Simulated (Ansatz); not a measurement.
# WC (P-6m2): spin response to a magnetic field from a Python script

Wanted for WC (P-6m2): the spin response to a magnetic field.

All numbers are computed with Ansatz 0.2.0 through its Python package. Level of theory: DFT revPBE, plane waves, norm-conserving potentials.

**1. The structure**

Symmetry: P-6m2, No. 187, hexagonal system. The conventional cell has a = 2.907 Å, b = 2.907 Å, c = 2.837 Å, α = 90.00°, β = 90.00°, γ = 120.00°. W (site symmetry -6m2) has 6 C at 2.20 Å as nearest neighbours. C (site symmetry -6m2) has 6 W at 2.20 Å as nearest neighbours.

wc.cif, read by the script:

```cif
data_WC
_cell_length_a 2.906500
_cell_length_b 2.906500
_cell_length_c 2.836600
_cell_angle_alpha 90.00000
_cell_angle_beta 90.00000
_cell_angle_gamma 120.00000
_symmetry_space_group_name_H-M 'P 1'
_symmetry_Int_Tables_number 1
loop_
_symmetry_equiv_pos_as_xyz
'x, y, z'
loop_
_atom_site_label
_atom_site_type_symbol
_atom_site_fract_x
_atom_site_fract_y
_atom_site_fract_z
W1 W    0.000000    0.000000    0.000000
C2 C    0.666667    0.333333    0.500000
```

**2. The script**

zeeman.py

```python
"""Response of the spins of WC to a Zeeman field."""

import warnings

import ansatz
from ase.io import read
import numpy as np
from tabulate import tabulate

warnings.simplefilter("ignore", ansatz.DeckWarning)

atoms = read("wc.cif")
structure = ansatz.Crystal.from_ase(atoms)

calculation = (
    structure.calculation()
    .functional("revpbe")
    .pseudopotentials("nc")
    .kpoints(7, 7, 6, shift=0.5)
    .occupations("gaussian", width=0.02)  # fractional filling near the Fermi level
    .scf(tolerance=1e-09, extra_bands=12)
    .spin("collinear")
)
# the field acts on the spins alone; such large fields lift the response over the noise
rows = []
for tesla in [-200, 0, 200]:
    rep = (calculation.magnetic_field(tesla) if tesla else calculation).run().report
    rows.append((tesla, rep["magnetization_mub"], rep["free_energy_ev"], rep["components"].get("e_zeeman", 0.0)))
print(tabulate(rows, headers=["B (T)", "moment muB", "F eV", "Zeeman term eV"], floatfmt=".4f", tablefmt="simple"))
slope = np.polyfit([row[0] for row in rows], [row[1] for row in rows], 1)[0]
print(f"dM/dB = {1000 * slope:.4f} muB per 1000 T per cell")
```

**3. The run**

Command:

```
$ python zeeman.py
```

**Question.** What results will this script give? Wanted: dM/dB; range of energy.

As calculated:

| quantity | value |
| --- | --- |
| dM/dB | 0.0687 μB per 1000 T per cell |
| runs compared | 3 |
| range of energy | 0.07 meV/atom |

In words: All 3 runs converged (11 to 16 cycles). Reading the output:
- The run is spin-unpolarised.
- Such functionals run on norm-conserving files made under PBE, which can move pressures by some GPa.
- The mesh is modest for a metal, so energies can be off by several to tens of meV an atom and pressures by half a GPa or more; differences at equal mesh fare better.
- The mesh has less symmetry than the crystal, which the program warned of.
- Spin-orbit coupling, which matters for elements this heavy, is left out.
- Orbital magnetism is left out. The response of a metal hangs strongly on mesh and smearing, and a straight-line fit holds only where the moment is linear in the field.
